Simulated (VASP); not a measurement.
**GaP in VASP: how settings move the PBE single point**

Aim: see what changed inputs do to the PBE single point of zincblende GaP, under +1.5 % biaxial strain in x and y, free along z.

The runs shown are made with VASP 6.6.1. PAW datasets, plane waves. Spin-unpolarised throughout; all numbers are computed.

## Step 1: Starting point

The cell comes from an earlier relaxation with r2SCAN in another program, then strained, with the atoms relaxed again.

Space group I-4m2 (No. 119), tetragonal; a = 3.912 Å, c = 5.382 Å in the conventional setting, 20.59 Å³ an atom. Around Ga lie 4 P at 2.37 Å; around P lie 4 Ga at 2.37 Å.

As a file:

```xyz
2
Lattice="0.0000 2.7663 2.6909 2.7663 0.0000 2.6909 2.7663 2.7663 0.0000" Properties=species:S:1:pos:R:3 pbc="T T T"
Ga    0.0000    0.0000    0.0000
P     1.3831    1.3831    1.3454
```

## Step 2: Baseline

File INCAR:

```
ENCUT = 520.000000
SIGMA = 0.020000
EDIFF = 1.00e-07
GGA = PE
PREC = Accurate
IBRION = -1
ISIF = 2
ISMEAR = -1
NBANDS = 16
NELM = 120
NSW = 0
LASPH = .TRUE.
LCHARG = .TRUE.
LELF = .TRUE.
LWAVE = .FALSE.
LREAL = .FALSE.
```

File KPOINTS:

```
KPOINTS created by Atomic Simulation Environment
0
Gamma
8 8 8
0 0 0
```

File POSCAR:

```
Ga P
 1.0000000000000000
     0.0000000000000000    2.7662802841000000    2.6908860909999999
     2.7662802841000000    0.0000000000000000    2.6908860909999999
     2.7662802841000000    2.7662802841000000    0.0000000000000000
 Ga  P
   1   1
Cartesian
  0.0000000000000000  0.0000000000000000  0.0000000000000000
  1.3831401420500000  1.3831401420500000  1.3454430454999999
```

A file KPOINTS_OPT adds named points for the levels; it doesn't enter the self-consistent loop.

Potentials: the recommended PBE PAW datasets, 18 valence electrons.

Command:

```
> mpirun -np 1 vasp_std
```

The closing lines of the self-consistent loop in OSZICAR:

```text
DAV:  12    -0.911919635483E+01    0.32957E-06   -0.26934E-06  2296   0.210E-02    0.290E-03
DAV:  13    -0.911919665406E+01   -0.29923E-06   -0.80923E-07  2496   0.741E-03    0.190E-03
DAV:  14    -0.911919668591E+01   -0.31850E-07   -0.25825E-08  1840   0.127E-03
   1 F= -.91191967E+01 E0= -.91191967E+01  d E =-.100656E-11
```

Wall time 40 s (1 MPI rank of Intel Xeon Platinum 8488C, shared host); peak memory 0.21 GiB.

Values of the reference: energy (σ→0) -9.1192 eV, pressure 1.02 GPa, gap on the mesh 1.41 eV.

## Step 3: Try 1

INCAR, as its differences from that of step 2:

```diff
@@ -9,8 +9,7 @@
 NBANDS = 16
-NELM = 120
 NSW = 0
 LASPH = .TRUE.
-LCHARG = .TRUE.
-LELF = .TRUE.
+LCHARG = .FALSE.
 LWAVE = .FALSE.
 LREAL = .FALSE.
+NELM = 67
```

File KPOINTS:

```
KPOINTS created by Atomic Simulation Environment
0
Gamma
1 1 1
0 0 0
```

POSCAR is that of step 2.

Command:

```
> mpirun -np 1 vasp_std
```

Standard output, without the iteration lines:

```text
POSCAR found type information on POSCAR GaP
 POSCAR found :  2 types and       2 ions
 LDA part: xc-table for (Slater+PW92), standard interpolation
 POSCAR, INCAR and KPOINTS ok, starting setup
 FFT: planning ... GRIDC
 FFT: planning ... GRID_SOFT
 FFT: planning ... GRID
 WAVECAR not read
 entering main loop
```

OSZICAR:

```text
N       E                     dE             d eps       ncg     rms          rms(c)
DAV:   1     0.884489583963E+02    0.88449E+02   -0.89730E+03    32   0.160E+03
DAV:   2     0.977325446420E+01   -0.78676E+02   -0.72676E+02    40   0.253E+02
DAV:   3     0.520341535410E+01   -0.45698E+01   -0.45588E+01    48   0.558E+01
DAV:   4     0.514795065752E+01   -0.55465E-01   -0.55464E-01    32   0.692E+00
DAV:   5     0.514650270796E+01   -0.14479E-02   -0.14479E-02    48   0.951E-01    0.802E+00
DAV:   6     0.748170802266E+01    0.23352E+01   -0.38146E+00    48   0.214E+01    0.566E+00
DAV:   7     0.767988492497E+01    0.19818E+00   -0.64224E-01    32   0.487E+00    0.363E+00
DAV:   8     0.767458370497E+01   -0.53012E-02   -0.12106E-01    32   0.420E+00    0.523E-01
DAV:   9     0.767442631100E+01   -0.15739E-03   -0.36575E-02    48   0.301E+00    0.218E-01
DAV:  10     0.767428399039E+01   -0.14232E-03   -0.48173E-03    40   0.633E-01    0.159E-01
DAV:  11     0.767385052145E+01   -0.43347E-03   -0.38849E-04    32   0.159E-01    0.397E-02
DAV:  12     0.767383485778E+01   -0.15664E-04   -0.78826E-05    32   0.108E-01    0.947E-03
DAV:  13     0.767383347023E+01   -0.13876E-05   -0.24793E-06    32   0.150E-02    0.277E-03
DAV:  14     0.767383294278E+01   -0.52745E-06   -0.10661E-06    32   0.776E-03    0.782E-04
DAV:  15     0.767383283794E+01   -0.10484E-06   -0.96051E-08    32   0.235E-03    0.559E-04
DAV:  16     0.767383284633E+01    0.83860E-08   -0.23114E-09    24   0.498E-04
   1 F= 0.76738328E+01 E0= 0.76738328E+01  d E =-.386308E-11
```

From OUTCAR:

```text
k-points           NKPTS =      1   k-points in BZ     NKDIM =      1   number of bands    NBANDS=     16

   NELECT =      18.0000    total number of electrons

   dimension x,y,z NGX =    30 NGY =   30 NGZ =   30
   dimension x,y,z NGXF=    60 NGYF=   60 NGZF=   60

  energy-cutoff  :      520.00
  volume of cell :       41.18
      direct lattice vectors                 reciprocal lattice vectors
     0.000000000  2.766280284  2.690886091    -0.180748134  0.180748134  0.185812399
     2.766280284  0.000000000  2.690886091     0.180748134 -0.180748134  0.185812399
     2.766280284  2.766280284  0.000000000     0.180748134  0.180748134 -0.185812399

 k-points in reciprocal lattice and weights: KPOINTS created by Atomic Simulation Env
   0.00000000  0.00000000  0.00000000       1.000

 E-fermi :   6.5310

 k-point     1 :       0.0000    0.0000    0.0000
  band No.  band energies     occupation
      1     -10.1854      2.00000
      2     -10.1854      2.00000
      3     -10.1562      2.00000
      4     -10.1434      2.00000
      5     -10.1153      2.00000
      6      -6.7870      2.00000
      7       5.8192      2.00000
      8       5.8192      2.00000
      9       6.0035      2.00000
     10       7.2482      0.00000
     11       8.8157      0.00000
     12       8.9479      0.00000
     13       8.9480      0.00000
     14      13.4410      0.00000
     15      14.7528      0.00000
     16      15.2301      0.00000

  Total       12.6845870     12.6845870     12.1869441      0.0000000      0.0000000      0.0000000
  in kB      493.4796427    493.4796427    474.1194051      0.0000000      0.0000000      0.0000000
  external PRESSURE =     487.0262302 kB  Pullay stress =       0.0000000 kB

 POSITION                                       TOTAL-FORCE (eV/Angst)
 -----------------------------------------------------------------------------------
      0.00000      0.00000      0.00000         0.000000      0.000000      0.000000
      1.38314      1.38314      1.34544        -0.000000     -0.000000     -0.000000
 -----------------------------------------------------------------------------------
    total drift:                                0.000003      0.000003      0.000003

  FREE ENERGIE OF THE ION-ELECTRON SYSTEM (eV)
  ---------------------------------------------------
  free  energy   TOTEN  =         7.6738328463 eV

  energy  without entropy=        7.6738328463  energy(sigma->0) =        7.67383285
```

Run time: 5 s. Hardware: 1 MPI rank of Intel Xeon Platinum 8488C, shared host; peak memory 0.16 GiB.

Changed: mesh 1×1×1. VASP runs to the end. Against the reference the energy moves by +8.40 eV/atom; the pressure goes from 1.0 to 48.7 GPa, the gap on the mesh goes from 1.41 to 1.24 eV.

One k-point can't sample the Brillouin zone of so small a cell. The result is off the reference.

Fix: use a mesh fitted to the cell.

## Step 4: Comparison

| run | changed | ending | energy change (meV/atom) | pressure (GPa) | gap on the mesh (eV; negative: overlap) | electronic steps | time | usable |
| --- | --- | --- | --- | --- | --- | --- | --- | --- |
| ref. | – | converged | 0 | 1.0 | 1.41 | 14 | 40 s | yes |
| 1 | mesh 1×1×1 | converged | 8396.5 | 48.7 | 1.24 | 16 | 5 s | no |

The altered input ended normally, but is faulty or unsound.
